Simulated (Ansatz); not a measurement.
# All-electron card of BP

```xyz
2
Lattice="0.0000 2.2690 2.2690 2.2690 0.0000 2.2690 2.2690 2.2690 0.0000" Properties=species:S:1:pos:R:3 pbc="T T T"
B     0.0000    0.0000    0.0000
P     3.4035    3.4035    3.4035
```

Atoms are numbered in the order listed.

The cell is COD entry 9008835, as deposited and not checked against the literature; nothing was relaxed.

All numbers are computed: DFT, PBE, all-electron LAPW, scalar-relativistic (Ansatz 0.2.0); DFT, PBE, PAW with Ansatz's default frozen-core files, scalar-relativistic (Ansatz 0.2.0).

For LAPW: a Γ-centred 15×15×15 k mesh, Fermi–Dirac smearing of 0.05 eV, basis error target 1 meV/atom, no spin polarisation. PAW takes a cutoff of 420 eV at this cell. The Ansatz runs share mesh, smearing and spin set-up. Values come from LAPW unless marked.

```
Pressure at this cell                                                                                                  : 1.09 GPa
Band gap                                                                                                               : 1.25 eV, indirect from Γ to the line Γ–X (-0.5, -0.5, 0)
Smallest direct gap on the path                                                                                        : 3.41 eV
Löwdin charges (with 0.06 e of the cell spilling out of the atomic basis, so their sizes and signs hang on that basis) : B1 -0.62, P2 0.68 e
Bader charges (from the PAW run)                                                                                       : B1 +0.46, P2 -0.46 e
Volume per atom                                                                                                        : 11.68 Å³
```
